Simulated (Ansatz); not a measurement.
**KBr: energy along a strain**

KBr, Fm-3m, a = 6.585 Å (as given, not relaxed at this level: 0.8 GPa). Ansatz: PBE, PAW, 420 eV, Γ-centred 6×6×6 mesh on 2 atoms, Gaussian smearing 0.05 eV; no spin polarisation. Cell vectors (Å): 0.000 3.292 3.292; 3.292 0.000 3.292; 3.292 3.292 0.000. The cell is strained by x per cent times the pattern (0 0 0 1 0 0) in the order xx yy zz yz xz xy (engineering shears), with fractional coordinates held. y is the free energy over the start, V0 = 35.693 Å³/atom. Symmetry makes y even in x. Points with a strain past 8.5 % were computed too (2) and aren't used here.

| x (%) | y (meV/atom) |
| --- | --- |
| -5.00 | 1.50 |
| 0.00 | 0.00 |
| 1.25 | 0.09 |
| 2.50 | 0.37 |
| 3.75 | 0.84 |
| 6.25 | 2.35 |
| 7.50 | ? |

Q: Fit y = c2 x² + c4 x⁴ to the other rows, get the stiffness along the pattern, and predict the missing energy.

A: Least squares on the rows shown. y = 0.05948 x² + 1.794×10⁻⁵ x⁴. The clamped-ion stiffness p·C·p = 2 × 0.5948 eV × 160.2 / 35.693 Å³ = 5.3 GPa, which is C44 in these axes (second derivative at the start, which stands under stress). At x = 7.50 the fit asked for gives 3.40 meV/atom. The run gave 3.39 meV/atom, so the fit is 0.01 meV/atom too high, a small miss on the scale of the series.